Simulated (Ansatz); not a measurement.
## How far is PAW off for H?

```yaml
crystal:
  lattice:
    - [-0.04518, 1.48335, 1.48335]
    - [1.48335, -0.04518, 1.48335]
    - [1.48335, 1.48335, -0.04518]
  atoms:
    - { symbol: H, position: [0.00000, 0.00000, 0.00000] }
    - { symbol: H, position: [0.25000, 0.25000, 0.25000] }
```

Atoms are numbered in the order listed.

The cell was built from the diamond type and relaxed in the same program; it needn't be a known or the stable phase. The listed cell was then made from it by scaling, straining or moving an atom.

All numbers are computed: DFT, PBE, PAW with Ansatz's default frozen-core files, scalar-relativistic (Ansatz 0.2.0); DFT, PBE, all-electron PAW with datasets made for the crystal, scalar-relativistic (Ansatz 0.2.0); DFT, PBE, all-electron LAPW, scalar-relativistic (Ansatz 0.2.0).

For PAW: a Γ-centred 14×14×14 k mesh, Fermi–Dirac smearing of 0.05 eV, cutoff 420 eV, no spin polarisation. The crystal-made all-electron datasets (AE datasets) take a cutoff of 440 eV at this cell. LAPW targets a basis error of 0.25 meV/atom. The Ansatz runs share mesh, smearing and spin set-up. Plane-wave (PAW) pressures include the program's estimate of the Pulay term.

Stress and pressure are positive in compression.

The change that made this cell: equal xy, yz and zx engineering shear strains of -3 %.

```
             quantity    PAW  AE datasets   LAPW
       pressure (GPa)   0.31         0.31   0.31
      stress yz (GPa)   1.08         1.09   1.09
      stress xz (GPa)   1.08         1.09   1.09
      stress xy (GPa)   1.08         1.09   1.09
force on H1, x (eV/Å)  0.196        0.195  0.195
```

PAW's pressure differs from the LAPW value by about 0.01 GPa or less.
